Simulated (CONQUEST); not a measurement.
Crystal: PbSe (Clausthalite).

```
CELL_PARAMETERS angstrom
4.32841 0.00000 0.00000
0.00000 4.32841 0.00000
0.00000 0.00000 6.12130
ATOMIC_POSITIONS crystal
Pb 0.00000 0.00000 0.00000
Pb 0.50000 0.50000 0.50000
Se 0.00000 0.00000 0.50000
Se 0.50000 0.50000 0.00000
```

Base run:

- Program: CONQUEST 1.3
- Functional: PBE
- Potentials or basis: PseudoDojo NC PBE, DZ, grid cutoff 120 Ha
- k mesh: 6 × 6 × 5
- Occupations: fermi-dirac, width 0.05 eV
- Spin: no spin polarisation

Its results: pressure 4.2 GPa.

Task: The run is repeated on the same cell with these changes: potentials or basis from PseudoDojo NC PBE, DZ, grid cutoff 120 Ha to PseudoDojo NC PBE, DZP, grid cutoff 120 Ha. What comes out?

Result: Pressure 2.9 GPa.

Caveats: the basis of atomic orbitals isn't converged, which shifts pressures, moduli and gaps; the real-space grid breaks the cell's symmetry a little; the atomic basis is small (some runs); the box holds several primitive cells, so bands are folded and the points are those of the box's own zone (some runs).
